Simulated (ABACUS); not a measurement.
# Ta (Im-3m) in ABACUS: equation of state, part 2 of 2

ABACUS 3.10.1. Earlier steps stand in the parts before.

### 5 Equation of state, PBEsol, 18.01 Å³/atom

File INPUT:

```
INPUT_PARAMETERS
suffix              Ta
calculation         scf
basis_type          pw
pseudo_dir          ./
symmetry            1
dft_functional      pbesol
ecutwfc             58
pseudo_rcut         7
nspin               1
nbands              11
ks_solver           dav
smearing_method     fd
smearing_sigma      0.00367493
scf_thr             1e-08
scf_nmax            100
mixing_type         broyden
mixing_beta         0.7
cal_force           1
cal_stress          1
kpar                4
```

File STRU:

```
ATOMIC_SPECIES
Ta 180.9479 Ta.upf

LATTICE_CONSTANT
1.8897261246

LATTICE_VECTORS
-1.6512800000 1.6512800000 1.6512800000
1.6512800000 -1.6512800000 1.6512800000
1.6512800000 1.6512800000 -1.6512800000

ATOMIC_POSITIONS
Direct

Ta
0.0
1
0.0000000000 0.0000000000 0.0000000000 1 1 1
```

File KPT:

```
K_POINTS
0
Gamma
11 11 11 0 0 0
```

Potentials or basis: PseudoDojo NC SR 0.4.1 PBEsol standard, plane waves.

The run is started by

```bash
$ OMP_NUM_THREADS=1 mpirun -np 4 abacus > log
```

running log:

```text
ABACUS v3.10.1

               Atomic-orbital Based Ab-initio Computation at UStc

 ------------------------------------------------------------------------------------

 READING GENERAL INFORMATION
                           global_out_dir = OUT.Ta/
                           global_in_card = INPUT
                               pseudo_dir = ./
                              orbital_dir =
                                    DSIZE = 4
                                    GSIZE = 1

 READING UNITCELL INFORMATION
                                    ntype = 1
                  lattice constant (Bohr) = 1.88973
              lattice constant (Angstrom) = 1

 READING ATOM TYPE 1
                               atom label = Ta
                      L=0, number of zeta = 1
                      L=1, number of zeta = 1
                      L=2, number of zeta = 1
             number of atom for this type = 1

                        TOTAL ATOM NUMBER = 1
DIRECT COORDINATES
    atom                   x                   y                   z     mag                  vx                  vy                  vz
taud_Ta1            0.0000000000        0.0000000000        0.0000000000  0.0000        0.0000000000        0.0000000000        0.0000000000

                          Volume (Bohr^3) = 121.54
                             Volume (A^3) = 18.0103

 Lattice vectors: (Cartesian coordinate: in unit of a_0)
             -1.65128            +1.65128            +1.65128
             +1.65128            -1.65128            +1.65128
             +1.65128            +1.65128            -1.65128
 Reciprocal vectors: (Cartesian coordinate: in unit of 2 pi/a_0)
                   +0           +0.302795           +0.302795
            +0.302795                  +0           +0.302795
            +0.302795           +0.302795                  +0
 The esolver type has been set to : ksdft_pw

                PAO radial cut off (Bohr) = 7

 Read in pseudopotential file is Ta.upf
                     pseudopotential type = NC
          exchange-correlation functional = PBESOL
                 nonlocal core correction = 1
                        valence electrons = 13
                                     lmax = 3
                           number of zeta = 4
                     number of projectors = 8
                           L of projector = 0
                           L of projector = 0
                           L of projector = 1
                           L of projector = 1
                           L of projector = 2
                           L of projector = 2
                           L of projector = 3
                           L of projector = 3
     initial pseudo atomic orbital number = 10

 SETUP THE ELECTRONS NUMBER
            electron number of element Ta = 13
      total electron number of element Ta = 13
            AUTOSET number of electrons:  = 13
                           occupied bands = 7
                                   NBANDS = 11
                                   NLOCAL = 9

%%%%%%%%%%%%%%%%%%%%%%%%%%%%%%%%%%%%%%%%%%%%%%%%%%%%%%%%%%%%%%%%%%%%%%%%%%%%%%%%%%%%%%%%%%%%%%%%%%%%%%%%%%
 Warning: the number of valence electrons in pseudopotential > 5 for Ta: [Xe] 4f14 5d3 6s2
 Pseudopotentials with additional electrons can yield (more) accurate outcomes, but may be less efficient.
 If you're confident that your chosen pseudopotential is appropriate, you can safely ignore this warning.
%%%%%%%%%%%%%%%%%%%%%%%%%%%%%%%%%%%%%%%%%%%%%%%%%%%%%%%%%%%%%%%%%%%%%%%%%%%%%%%%%%%%%%%%%%%%%%%%%%%%%%%%%%

 SETUP THE PLANE WAVE BASIS
 energy cutoff for charge/potential (unit:Ry) = 232
            fft grid for charge/potential = [ 27, 27, 27 ]
                        fft grid division = [ 1, 1, 1 ]
        big fft grid for charge/potential = [ 27, 27, 27 ]
                                     nbxx = 19683
[... 105 lines left out ...]
           k-point number in this process = 14
       minimum distributed K point number = 14
[... stars of the k points ...]

[... K-POINTS CARTESIAN COORDINATES: 14 rows ...]

[... K-POINTS DIRECT COORDINATES: 14 rows ...]

 SETUP PLANE WAVES FOR WAVE FUNCTIONS
     energy cutoff for wavefunc (unit:Ry) = 58
              fft grid for wave functions = [ 27, 27, 27 ]
                    number of plane waves = 1433
                         number of sticks = 173

 PARALLEL PW FOR WAVE FUNCTIONS
     PROC   COLUMNS(POT)             PW
        1            173           1433
 --------------- sum -------------------
        1            173           1433

 SETUP NONLOCAL PSEUDOPOTENTIALS IN PLANE WAVE BASIS
 Ta non-local projectors:
 projector 1 L=0
 projector 2 L=0
 projector 3 L=1
 projector 4 L=1
 projector 5 L=2
 projector 6 L=2
 projector 7 L=3
 projector 8 L=3
      TOTAL NUMBER OF NONLOCAL PROJECTORS = 32

 Init Non-Local PseudoPotential table :
 Init Non-Local-Pseudopotential done.

                                     npwx = 935

 Make real space PAO into reciprocal space.
       max mesh points in Pseudopotential = 701
     dq(describe PAO in reciprocal space) = 0.01
                                    max q = 918

 number of pseudo atomic orbitals for Ta is 4
WARNING: norm of atomic wavefunction # 3 of atomic type Ta is 0.998532, renormalized
WARNING: norm of atomic wavefunction # 4 of atomic type Ta is 0.995326, renormalized

 -------------------------------------------
 SELF-CONSISTENT
 -------------------------------------------
                                 init_chg = atomic

 PW ALGORITHM --------------- ION=   1  ELEC=   1--------------------------------
 Notice: Threshold on eigenvalues was too large.
 hsover_error=0.13 > DRHO=0.0273959
 Origin diag ethr = 0.01
 New diag ethr = 0.000210737

 Density error is 0.0283764466262
                          Error Threshold = 0.000210737471538
----------------------------------------------------------
     Energy           Rydberg                 eV
----------------------------------------------------------
 E_KohnSham     -130.1590062435      -1770.9041309297
 E_Harris       -131.1045338389      -1783.7686938429
 E_Fermi        1.3630440950         18.5451663176
----------------------------------------------------------
[... 51 lines left out ...]
 Density error is 1.97502564674e-10
                          Error Threshold = 8.4283051741e-11
----------------------------------------------------------
     Energy           Rydberg                 eV
----------------------------------------------------------
 E_KohnSham     -130.1636723689      -1770.9676168228
 E_KS(sigma->0) -130.1633780749      -1770.9636127466
 E_Harris       -130.1636478447      -1770.9672831536
 E_band         -7.9379527379        -108.0013876905
 E_one_elec     -16.8595059946       -229.3853469918
 E_Hartree      14.6497068206        199.3194867898
 E_xc           -29.4054611360       -400.0818237676
 E_Ewald        -98.5478234708       -1340.8119247008
 E_entropy(-TS) -0.0005885881        -0.0080081524
 E_descf        0.0000000000         0.0000000000
 E_exx          0.0000000000         0.0000000000
 E_Fermi        1.3434883022         18.2790961064
----------------------------------------------------------

 charge density convergence is achieved
 final etot is -1770.9676168 eV
 EFERMI = 18.279096106 eV

 STATE ENERGY(eV) AND OCCUPATIONS    NSPIN == 1
 1/14 kpoint (Cartesian) = 0.0000 0.0000 0.0000 (935 pws)
       1       -48.8228     0.00150263
       2       -14.7307     0.00150263
       3       -14.7307     0.00150263
       4       -14.7307     0.00150263
       5        10.3655     0.00150263
       6        19.0071    7.13746e-10
       7        19.0071    7.13746e-10
       8        19.0071    7.13746e-10
       9        22.2791    2.70907e-38
      10        22.2791    2.70907e-38
      11        32.8986        0.00000
[... 53 lines left out ...]
 6/14 kpoint (Cartesian) = 0.13763 -0.13763 0.0000 (904 pws)
       1       -48.7091      0.0180316
       2       -15.8900      0.0180316
       3       -15.1048      0.0180316
       4       -14.7379      0.0180316
       5        13.8976      0.0180316
       6        16.7717      0.0180316
       7        19.6506    2.20373e-14
       8        22.2029    1.49301e-36
       9        23.1440    9.99813e-45
      10        25.8041    7.85117e-68
      11        30.1553        0.00000

[... levels at 8 further k points ...]

------------------------------------------------------------------------------------------
 TOTAL-FORCE (eV/Angstrom)
------------------------------------------------------------------------------------------
                       Ta1         0.0000000000         0.0000000000         0.0000000000
------------------------------------------------------------------------------------------

----------------------------------------------------------------
 TOTAL-STRESS (KBAR)
----------------------------------------------------------------
       -42.2485468017         0.0000000000         0.0000000000
         0.0000000000       -42.2485468017        -0.0000000000
        -0.0000000000        -0.0000000000       -42.2485468017
----------------------------------------------------------------
 TOTAL-PRESSURE: -42.248547 KBAR

 --------------------------------------------
 !FINAL_ETOT_IS -1770.9676168227586004 eV
 --------------------------------------------
```

Wall time 1.6 s (4 MPI ranks of Intel Xeon 6975P-C (Granite Rapids), shared host); peak memory 0.24 GiB.

What came out:

- Free energy: -1770.9676 eV
- Pressure: -4.2 GPa
- Band gap on the k mesh: none (metal or under the smearing width)

### 6 Equation of state, PBEsol, 18.37 Å³/atom (volume scaled by 1.02)

INPUT is that of step 5.

File STRU:

```
ATOMIC_SPECIES
Ta 180.9479 Ta.upf

LATTICE_CONSTANT
1.8897261246

LATTICE_VECTORS
-1.6622159478 1.6622159478 1.6622159478
1.6622159478 -1.6622159478 1.6622159478
1.6622159478 1.6622159478 -1.6622159478

ATOMIC_POSITIONS
Direct

Ta
0.0
1
0.0000000000 0.0000000000 0.0000000000 1 1 1
```

KPT is that of step 5.

Potentials or basis: PseudoDojo NC SR 0.4.1 PBEsol standard, plane waves.

The run is started by

```bash
$ OMP_NUM_THREADS=1 mpirun -np 4 abacus > log
```

It took 1.6 s on 4 MPI ranks of Intel Xeon 6975P-C (Granite Rapids), shared host; peak memory 0.24 GiB.

The run converged. Its results:

```
Free energy            : -1770.9540 eV
Pressure               : -7.9 GPa
Band gap on the k mesh : none (metal or under the smearing width)
```

### 7 Equation of state, PBEsol, 18.73 Å³/atom (volume scaled by 1.04)

INPUT is that of step 6.

File STRU:

```
ATOMIC_SPECIES
Ta 180.9479 Ta.upf

LATTICE_CONSTANT
1.8897261246

LATTICE_VECTORS
-1.6730098603 1.6730098603 1.6730098603
1.6730098603 -1.6730098603 1.6730098603
1.6730098603 1.6730098603 -1.6730098603

ATOMIC_POSITIONS
Direct

Ta
0.0
1
0.0000000000 0.0000000000 0.0000000000 1 1 1
```

KPT is that of step 6.

The run is started by

```bash
$ OMP_NUM_THREADS=1 mpirun -np 4 abacus > log
```

It took 1.6 s on 4 MPI ranks of Intel Xeon 6975P-C (Granite Rapids), shared host; peak memory 0.24 GiB.

The run converged. Its results:

```yaml
Free_energy: -1770.9326 eV
Pressure: -11.1 GPa
Band_gap_on_the_k_mesh: none (metal or under the smearing width)
```

### 8 Equation of state, PBEsol, 19.09 Å³/atom (volume scaled by 1.06)

INPUT is that of step 7.

File STRU:

```
ATOMIC_SPECIES
Ta 180.9479 Ta.upf

LATTICE_CONSTANT
1.8897261246

LATTICE_VECTORS
-1.6836662614 1.6836662614 1.6836662614
1.6836662614 -1.6836662614 1.6836662614
1.6836662614 1.6836662614 -1.6836662614

ATOMIC_POSITIONS
Direct

Ta
0.0
1
0.0000000000 0.0000000000 0.0000000000 1 1 1
```

KPT is that of step 7.

The run is started by

```bash
$ OMP_NUM_THREADS=1 mpirun -np 4 abacus > log
```

It took 1.6 s on 4 MPI ranks of Intel Xeon 6975P-C (Granite Rapids), shared host; peak memory 0.2 GiB.

Results (log left out):

```
Free energy            : -1770.9042 eV
Pressure               : -14.1 GPa
Band gap on the k mesh : none (metal or under the smearing width)
```

### 9 Equation of state, PBEsol

Potentials or basis: PseudoDojo NC SR 0.4.1 PBEsol standard, plane waves.

This step only gathers the single runs of the series.

Results:

```yaml
Equilibrium_volume: 17.64 Å³/atom
Bulk_modulus: 212 GPa
Pressure_derivative_of_the_bulk_modulus: 4.4
```

Energy against volume, from the lowest point:
| volume (Å³/atom) | energy (meV/atom) |
| --- | --- |
| 16.930 | 20.27 |
| 17.290 | 4.71 |
| 17.650 | 0.00 |
| 18.010 | 4.99 |
| 18.371 | 18.63 |
| 18.731 | 40.04 |
| 19.091 | 68.45 |

The run has no spin-orbit coupling, so splittings on Ta are missing.

### 10 How close it comes

Step 9. Measured bulk modulus of Ta: 194 GPa (quoted in “Refinement of the equation of state of tantalum”, 2004, arxiv:cond-mat/0403080). This calculation gives 212 GPa (+9.1 %). The fit is for a static lattice scaled at fixed shape and fixed fractional positions.
